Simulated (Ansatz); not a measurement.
# Ti (Fm-3m) in Ansatz: a series of runs

The runs below take Ti through relaxation of cell and atoms, with LDA, PBE, PBEsol, RPBE.

Everything below comes from runs of Ansatz 0.2.0. Logs are shortened: lines on timing, memory, paths and dates and some standing lists are left out, and cuts for length are marked.

**1. The crystal as given**

The structure is cubic, space group Fm-3m (No. 225). The conventional cell has a = 4.060 Å, b = 4.060 Å, c = 4.060 Å, α = 90.00°, β = 90.00°, γ = 90.00°. Around Ti (site symmetry m-3m) lie 12 Ti at 2.87 Å.

This isn't the form of Ti at room conditions, which is hcp.

**2. Relaxation of cell and atoms, LDA**

File input.yaml:

```yaml
crystal:
  lattice:
    - [0.0, 2.03, 2.03]
    - [2.03, 0.0, 2.03]
    - [2.03, 2.03, 0.0]
  atoms:
    - { symbol: Ti, position: [0.0, 0.0, 0.0] }
hamiltonian:
  xc: lda
  pseudopotentials: { kind: paw }
kpoints:
  mp_grid: { grid: [11, 11, 11] }
scf:
  occupations: { method: fermi_dirac, width: 0.05 }
output:
  forces: true
  stress: true
  eigenvalues: true
relax:
  f_tol: 0.01
  max_steps: 40
  cell: { stress_tol: 0.05 }
```

Potentials or basis: Ansatz PAW.

The run is started by

```bash
> ansatz run input.yaml --threads 2 --pin off --max-ram 5632MiB --backend cpu --events-out ev --progress --plain --runs-dir out
```

What it wrote:

```text
Warning: RAYON_NUM_THREADS=2 ignored (pool sized by the plan → 2); use --threads N
Engine: ansatz 0.2.0, x86_64-unknown-linux-gnu
Pseudopotentials: kind: paw
Pseudopotential: Ti, paw, valence charge 12, recommended cutoff 420 eV (normal), Ti.paw.azcp
Functional definition: SPW92
  exchange = slater_x
  correlation = pw_c
Crystal: 1 atoms, lattice volume = 16.731 Å³
Basis set: ecut = 420 eV, 331 PW (Γ)
Bands: 10, of which v1, the nominal top of the filled ones, is band 6 counted from 1 (5 counted from 0)
Symmetry: 48 space group operations
Space group: Fm-3m (ITA 225), of the structure as read, at distance tolerance 2.6e-5 Å
k-points: 56 of 1331
Non-local potential: Ti, projectors of the file, l = 0: 3, l = 1: 2, l = 2: 3, l = 3: 1
PAW form: soft (Blöchl's): semilocal exchange-correlation on the pseudo side does not see the compensation charge
PAW frozen core: Ti, regenerated for the run's functional, and the local potential with it (the file was generated under x = pbe(κ = 0.804, μ = 0.2195149727645171), c = pbe(β = 0.06672455060314922))
PAW one-centre angular grid: Ti, 590 points (default); XC on 64 Gauss nodes
Initial density: superposition of atomic densities (neutral atoms: chi_scale 0, normalization atom), corrected by the library's trained network
Initial wavefunctions: pseudopotential atomic-orbital guess
Functional: x = slater, c = lda
SCF iter   1: F=—  HF=-2450.250113 eV  |F-HF|=—  |Δ(HF+E_count)|=         —  Δρ=5.64e-3  dr2=2.01e-3  ethr=1.77e-3  ⟨swp⟩=4.4  Hψ=2966  notcnv=0
preconditioner: auto → none  [metal: Δε(μ)=0.084 eV  Ē_g=4.260 eV  σ=0.050 eV  W_gap=0.38  n_scr=0 (ndim 8)  ℏωp=18.2 eV  f_vac=0.000  D(μ)=1.09/eV (n_scr^D=14)]
SCF iter   2: F=—  HF=-2450.249818 eV  |F-HF|=—  |Δ(HF+E_count)|=   2.95e-4  Δρ=2.45e-3  dr2=4.20e-4  ethr=1.67e-5  ⟨swp⟩=2.1  Hψ=1127  notcnv=0
SCF iter   3: F=—  HF=-2450.249884 eV  |F-HF|=—  |Δ(HF+E_count)|=   6.62e-5  Δρ=9.08e-4  dr2=9.65e-5  ethr=3.50e-6  ⟨swp⟩=1.9  Hψ=643  notcnv=0
SCF iter   4: F=—  HF=-2450.249854 eV  |F-HF|=—  |Δ(HF+E_count)|=   3.02e-5  Δρ=6.97e-5  dr2=2.39e-7  ethr=8.04e-7  ⟨swp⟩=2.8  Hψ=912  notcnv=0
iter 5 did not close the SCF: its close was put off for the readings that it lacked (scf_convergence_deferred on its scf_iter line)
SCF iter   5: F=-2450.249854 eV  HF=-2450.249854 eV  |F-HF|=1.87e-8  |Δ(HF+E_count)|=   2.08e-8  Δρ=1.17e-5  dr2=2.49e-8  ethr=1.99e-9  ⟨swp⟩=2.1  Hψ=913  notcnv=0
SCF iter   6: F=-2450.249854 eV  HF=-2450.249854 eV  |F-HF|=6.68e-11  |Δ(HF+E_count)|=   8.13e-9  Δρ=1.14e-6  dr2=1.19e-10  ethr=2.08e-10  ⟨swp⟩=2.0  Hψ=1743  notcnv=0
SCF 1 converged in 6 iterations: F = -2450.249854 eV  dr2 = 1.19e-10
relax step   1: F+E_penalty+E_count = -2450.24985360 eV  Δ(F+E_penalty+E_count) = +0.000e0 eV  max|allowed force component| = 0.000e0 eV/Å  Δτ_max = 0.0000 Å  P = -5.133 GPa  Ω = 16.731 Å³  (6 SCF iters, dr2 threshold 1.00e-7 eV, accepted)
Crystal: 1 atoms, lattice volume = 15.451 Å³
Basis set: ecut = 420 eV, 307 PW (Γ)
Initial density: handed on by an earlier stage of this run
Initial wavefunctions: those handed on with the density
iter 1 solved again at ethr=7.35e-6 eV; its pass at ethr=3.10e-3 eV (dr2=8.82e-4 eV) is discarded
SCF iter   1: F=—  HF=-2450.254662 eV  |F-HF|=—  |Δ(HF+E_count)|=         —  Δρ=2.49e-3  dr2=9.06e-4  ethr=7.35e-6  ⟨swp⟩=1.1  Hψ=3760  notcnv=0
preconditioner: auto → none  [metal: Δε(μ)=0.126 eV  Ē_g=4.620 eV  σ=0.050 eV  W_gap=0.49  n_scr=0 (ndim 8)  ℏωp=18.9 eV  f_vac=0.000  D(μ)=0.80/eV (n_scr^D=8)]
SCF iter   2: F=—  HF=-2450.254683 eV  |F-HF|=—  |Δ(HF+E_count)|=   2.14e-5  Δρ=1.26e-3  dr2=9.95e-5  ethr=7.35e-6  ⟨swp⟩=2.6  Hψ=974  notcnv=0
SCF iter   3: F=—  HF=-2450.254755 eV  |F-HF|=—  |Δ(HF+E_count)|=   7.22e-5  Δρ=4.19e-4  dr2=8.60e-6  ethr=8.30e-7  ⟨swp⟩=2.0  Hψ=786  notcnv=0
SCF iter   4: F=—  HF=-2450.254797 eV  |F-HF|=—  |Δ(HF+E_count)|=   4.12e-5  Δρ=1.00e-4  dr2=5.43e-7  ethr=7.17e-8  ⟨swp⟩=2.1  Hψ=707  notcnv=0
SCF iter   5: F=-2450.254798 eV  HF=-2450.254798 eV  |F-HF|=1.40e-8  |Δ(HF+E_count)|=   1.76e-6  Δρ=9.92e-6  dr2=5.47e-9  ethr=8.33e-10  ⟨swp⟩=5.0  Hψ=2435  notcnv=0
SCF 2 converged in 5 iterations: F = -2450.254798 eV  dr2 = 5.47e-9
relax step   2: F+E_penalty+E_count = -2450.25479831 eV  Δ(F+E_penalty+E_count) = -4.945e-3 eV  max|allowed force component| = 0.000e0 eV/Å  Δτ_max = 0.0000 Å  P = +4.564 GPa  Ω = 15.451 Å³  energy of the carried Pulay correction = +2.927e-4 eV  (5 SCF iters, dr2 threshold 1.00e-7 eV, accepted)
Crystal: 1 atoms, lattice volume = 16.028 Å³
iter 1 solved again at ethr=1.42e-6 eV; its pass at ethr=3.10e-3 eV (dr2=1.71e-4 eV) is discarded
SCF iter   1: F=—  HF=-2450.262154 eV  |F-HF|=—  |Δ(HF+E_count)|=         —  Δρ=1.14e-3  dr2=2.04e-4  ethr=1.42e-6  ⟨swp⟩=1.9  Hψ=3920  notcnv=0
preconditioner: auto → none  [metal: Δε(μ)=0.120 eV  Ē_g=4.432 eV  σ=0.050 eV  W_gap=0.47  n_scr=0 (ndim 8)  ℏωp=18.6 eV  f_vac=0.000  D(μ)=0.88/eV (n_scr^D=14)]
SCF iter   2: F=—  HF=-2450.262162 eV  |F-HF|=—  |Δ(HF+E_count)|=   7.34e-6  Δρ=6.13e-4  dr2=2.59e-5  ethr=1.42e-6  ⟨swp⟩=2.2  Hψ=834  notcnv=0
SCF iter   3: F=—  HF=-2450.262178 eV  |F-HF|=—  |Δ(HF+E_count)|=   1.58e-5  Δρ=1.99e-4  dr2=2.14e-6  ethr=2.16e-7  ⟨swp⟩=2.1  Hψ=813  notcnv=0
SCF iter   4: F=—  HF=-2450.262187 eV  |F-HF|=—  |Δ(HF+E_count)|=   9.43e-6  Δρ=4.66e-5  dr2=1.26e-7  ethr=1.78e-8  ⟨swp⟩=2.0  Hψ=677  notcnv=0
SCF iter   5: F=-2450.262187 eV  HF=-2450.262187 eV  |F-HF|=2.93e-9  |Δ(HF+E_count)|=   3.94e-7  Δρ=4.48e-6  dr2=1.21e-9  ethr=8.33e-10  ⟨swp⟩=4.8  Hψ=2410  notcnv=0
SCF 3 converged in 5 iterations: F = -2450.262187 eV  dr2 = 1.21e-9
relax step   3: F+E_penalty+E_count = -2450.26218745 eV  Δ(F+E_penalty+E_count) = -7.389e-3 eV  max|allowed force component| = 0.000e0 eV/Å  Δτ_max = 0.0000 Å  P = -0.253 GPa  Ω = 16.028 Å³  energy of the carried Pulay correction = +1.579e-4 eV  (5 SCF iters, dr2 threshold 1.00e-7 eV, accepted)
Crystal: 1 atoms, lattice volume = 15.996 Å³
iter 1 solved again at ethr=3.91e-9 eV; its pass at ethr=3.10e-3 eV (dr2=4.70e-7 eV) is discarded
SCF iter   1: F=—  HF=-2450.262221 eV  |F-HF|=—  |Δ(HF+E_count)|=         —  Δρ=6.18e-5  dr2=6.17e-7  ethr=3.91e-9  ⟨swp⟩=2.0  Hψ=3634  notcnv=0
preconditioner: auto → none  [metal: Δε(μ)=0.119 eV  Ē_g=4.449 eV  σ=0.050 eV  W_gap=0.47  n_scr=0 (ndim 8)  ℏωp=18.6 eV  f_vac=0.000  D(μ)=0.88/eV (n_scr^D=14)]
SCF iter   2: F=-2450.262221 eV  HF=-2450.262221 eV  |F-HF|=2.72e-8  |Δ(HF+E_count)|=   4.39e-8  Δρ=3.11e-5  dr2=6.84e-8  ethr=8.33e-10  ⟨swp⟩=2.8  Hψ=2096  notcnv=0
SCF 4 converged in 2 iterations: F = -2450.262221 eV  dr2 = 6.84e-8
relax step   4: F+E_penalty+E_count = -2450.26222062 eV  Δ(F+E_penalty+E_count) = -3.317e-5 eV  max|allowed force component| = 0.000e0 eV/Å  Δτ_max = 0.0000 Å  P = -0.010 GPa  Ω = 15.996 Å³  energy of the carried Pulay correction = +1.651e-4 eV  (2 SCF iters, dr2 threshold 1.00e-7 eV, accepted)
Initial wavefunctions: pseudopotential atomic-orbital guess (no wavefunctions were taken with the density)
iter 1 solved again at ethr=1.02e-8 eV; its pass at ethr=3.10e-3 eV (dr2=1.22e-6 eV) is discarded
SCF iter   1: F=—  HF=-2450.262109 eV  |F-HF|=—  |Δ(HF+E_count)|=         —  Δρ=4.60e-5  dr2=1.05e-7  ethr=1.02e-8  ⟨swp⟩=3.0  Hψ=4448  notcnv=0
preconditioner: auto → none  [metal: Δε(μ)=0.119 eV  Ē_g=4.448 eV  σ=0.050 eV  W_gap=0.47  n_scr=0 (ndim 8)  ℏωp=18.6 eV  f_vac=0.000  D(μ)=0.88/eV (n_scr^D=14)]
SCF iter   2: F=—  HF=-2450.262109 eV  |F-HF|=—  |Δ(HF+E_count)|=   2.14e-7  Δρ=2.07e-5  dr2=1.51e-8  ethr=8.73e-10  ⟨swp⟩=1.4  Hψ=604  notcnv=0
SCF iter   3: F=—  HF=-2450.262109 eV  |F-HF|=—  |Δ(HF+E_count)|=   7.77e-8  Δρ=7.75e-6  dr2=8.20e-9  ethr=1.26e-10  ⟨swp⟩=2.1  Hψ=894  notcnv=0
SCF iter   4: F=-2450.262109 eV  HF=-2450.262109 eV  |F-HF|=1.36e-12  |Δ(HF+E_count)|=   2.71e-9  Δρ=2.60e-7  dr2=1.94e-12  ethr=1.00e-12  ⟨swp⟩=3.8  Hψ=2488  notcnv=0
SCF 5 converged in 4 iterations: F = -2450.262109 eV  dr2 = 1.94e-12
relax step   5: F+E_penalty+E_count = -2450.26210950 eV  Δ(F+E_penalty+E_count) = +1.111e-4 eV  max|allowed force component| = 0.000e0 eV/Å  Δτ_max = 0.0000 Å  P = -0.029 GPa  Ω = 15.996 Å³  stress off target by 2.85e-2 GPa  SCF on the basis re-selected at this cell (its energy is not comparable with the rows above)  (4 SCF iters)
basis re-selected at this cell: Δ(F+E_penalty+E_count) = +1.111e-4 eV, ΔP = -0.018 GPa vs the last step (what re-selecting the basis moved, of the pressure what is left beyond the Pulay correction that the steps carried, after the strain that the cell walked since its last selection, with what the two solves' SCF thresholds leave and, on support functions, any second-order correction that the steps lacked; it is no measure of the basis error at this ecutwfc). This SCF's stress stands 2.85e-2 GPa from its target on what of the cell is left free (relax.cell.stress_tol is 5.00e-2 GPa) and its largest allowed force component is 0.00e0 eV/Å (relax.f_tol is 1.00e-2 eV/Å): within both
SCF converged after 4 iterations
Free energy (F): -2450.262109 eV
Harris-Foulkes:  -2450.262109 eV  (|F-HF|=1.36e-12)
Internal energy: -2450.253534 eV  (E = F + TS)
E sigma→0 (E₀):  -2450.257822 eV
Entropy (-TS):   -0.008576 eV (-8.576 meV/atom)
Fermi energy:    14.294156 eV
--- Per-component energies (eV) ---
  E_band       = -141.000071
  E_kinetic    = 274.526292
  E_local      = -771.680498  (includes V_loc(G=0)·N_el)
  E_nonlocal   = 12.428478
  E_hartree    = 319.222367
  E_xc         = -97.211922
  E_vxc        = -122.363327  (∫ρ·V_xc dr)
  E_paw        = -999.407511  (= ΣΔE_a)
  E_vpaw       = -172.355879  (= ΣTr[D̂ρ^β])
  E_aug_tail   = 0.000126  (compensation charges beyond the density's cutoff)
  E_ewald      = -1188.456816
  E_core_change = 0.325950  (= ΣΔE_core)
  E_smearing   = -0.008576  (= −TS)
  E_closure    = 0.000000  (closes the sum)
  Σ components = -2450.262109   (vs F -2450.262109, Δ=0.00e0)
--- Forces (eV/Å), atoms counted from 1 ---
  atom   1  Ti    -0.00000000    -0.00000000    -0.00000000
  max |Σ_I F_I| component: 1.44e-32 eV/Å
--- Stress (GPa, compression-positive) ---
       -0.028543       0.000000      -0.000000
        0.000000      -0.028543       0.000000
       -0.000000       0.000000      -0.028543
  P = ⅓ Tr σ = -0.0285 GPa (-0.285 kbar)
--- Band table (eV; the first three rows and the last of 56) ---
  k-point 0: bands = ["-41.6640", "-17.7205", "-17.7205", "-17.7205", "8.1192", "15.1973", "15.1973", "15.1973", "17.0023", "17.0023"]
  k-point 1: bands = ["-41.6499", "-17.7951", "-17.7296", "-17.7296", "8.4061", "15.0198", "15.3010", "15.3010", "16.9363", "16.9363"]
  k-point 2: bands = ["-41.6119", "-17.9924", "-17.7539", "-17.7539", "9.2025", "14.6183", "15.4817", "15.4817", "16.8941", "16.8941"]
  k-point 55: bands = ["-41.4268", "-18.3283", "-18.2799", "-18.0276", "12.6066", "13.5801", "14.1767", "16.6277", "18.4535", "23.1874"]
--- Relaxed structure (4 steps of the walk, 4 accepted, 1 SCFs on fresh bases) ---
  F+E_penalty+E_count = -2450.26210950 eV   max|allowed force component| = 0.000e0 eV/Å   (the final SCF, on the basis selected at the relaxed cell)
  cell:  # Å, volume = 15.9964 Å³
    - [-7.006136545231431e-35, 1.9998488382875659, 1.9998488382875659]
    - [1.9998488382875659, 1.5477192549920354e-33, 1.9998488382875659]
    - [1.9998488382875659, 1.9998488382875659, 3.566760423026914e-34]
  atoms:
    - { symbol: Ti, position: [0.0, 0.0, 0.0] }
```

Wall time 2.2 s (2 threads of Intel Xeon 6975P-C (Granite Rapids), shared host); peak memory 0.3 GiB.

What came out:

* Free energy: -2450.2621 eV
* Relaxed volume: 16.00 Å³/atom
* Relaxed cell: a = 2.828 Å, b = 2.828 Å, c = 2.828 Å, α = 60.00°, β = 60.00°, γ = 60.00°
* Space group after relaxing (to 0.05 Å): Fm-3m (No. 225)
* Energy gained by relaxing: 12.3 meV/atom
* Ionic steps: 5
* Pressure after relaxing: 0.0 GPa
* Band gap on the k mesh: none (metal or under the smearing width)

Step by step:
```csv
step,energy change (eV),largest force (eV/Å),volume (Å³)
1,0.0000,0.0000,16.73
2,-0.0049,0.0000,15.45
3,-0.0123,0.0000,16.03
4,-0.0124,0.0000,16.00
5,-0.0123,0.0000,16.00
```

Final structure:
```yaml
crystal:
  lattice:
    - [0.00000, 1.99985, 1.99985]
    - [1.99985, 0.00000, 1.99985]
    - [1.99985, 1.99985, 0.00000]
  atoms:
    - { symbol: Ti, position: [0.00000, 0.00000, 0.00000] }
```

Levels at points of the mesh, in eV from the Fermi level:
```tsv
k point	band 2	band 3	band 4	band 5	band 6	band 7	band 8	band 9	band 10
(0.00, 0.00, 0.00)	-32.01	-32.01	-32.01	-6.17	0.90	0.90	0.90	2.71	2.71
```

Caveat: the plane-wave basis is chosen anew once the cell has moved, so the energies of steps on either side of that aren't comparable; the PAW data sets come from PBE, with cores solved anew for the run's functional, which leaves a small shift of forces and pressure. Zero-point motion and thermal expansion aren't in these numbers.

**3. Relaxation of cell and atoms, PBE**

Changes to input.yaml since step 2:

```diff
@@ -8,3 +8,3 @@
 hamiltonian:
-  xc: lda
+  xc: pbe
   pseudopotentials: { kind: paw }
```

Potentials or basis: Ansatz PAW.

The run is started by

```bash
> ansatz run input.yaml --threads 2 --pin off --max-ram 5632MiB --backend cpu --events-out ev --progress --plain --runs-dir out
```

It took 2.1 s on 2 threads of Intel Xeon 6975P-C (Granite Rapids), shared host; peak memory 0.31 GiB.

Results (log left out):

```
Free energy                            : -2499.6180 eV
Relaxed volume                         : 17.36 Å³/atom
Relaxed cell                           : a = 2.906 Å, b = 2.906 Å, c = 2.906 Å, α = 60.00°, β = 60.00°, γ = 60.00°
Space group after relaxing (to 0.05 Å) : Fm-3m (No. 225)
Energy gained by relaxing              : 8.0 meV/atom
Ionic steps                            : 5
Pressure after relaxing                : 0.0 GPa
Band gap on the k mesh                 : none (metal or under the smearing width)
```

Step by step:
| step | energy change (eV) | largest force (eV/Å) | volume (Å³) |
| --- | --- | --- | --- |
| 1 | 0.0000 | 0.0000 | 16.73 |
| 2 | -0.0039 | 0.0000 | 17.83 |
| 3 | -0.0079 | 0.0000 | 17.38 |
| 4 | -0.0079 | 0.0000 | 17.36 |
| 5 | -0.0080 | 0.0000 | 17.36 |

Final structure:
```yaml
crystal:
  lattice:
    - [0.00000, 2.05514, 2.05514]
    - [2.05514, 0.00000, 2.05514]
    - [2.05514, 2.05514, 0.00000]
  atoms:
    - { symbol: Ti, position: [0.00000, 0.00000, 0.00000] }
```

Levels at points of the mesh, in eV from the Fermi level:
| k point | band 2 | band 3 | band 4 | band 5 | band 6 | band 7 | band 8 | band 9 | band 10 |
| --- | --- | --- | --- | --- | --- | --- | --- | --- | --- |
| (0.00, 0.00, 0.00) | -32.53 | -32.53 | -32.53 | -6.07 | 0.89 | 0.89 | 0.89 | 2.53 | 2.53 |

Caveat: the plane-wave basis is chosen anew once the cell has moved, so the energies of steps on either side of that aren't comparable.

(Continued in part 2 of 2.)
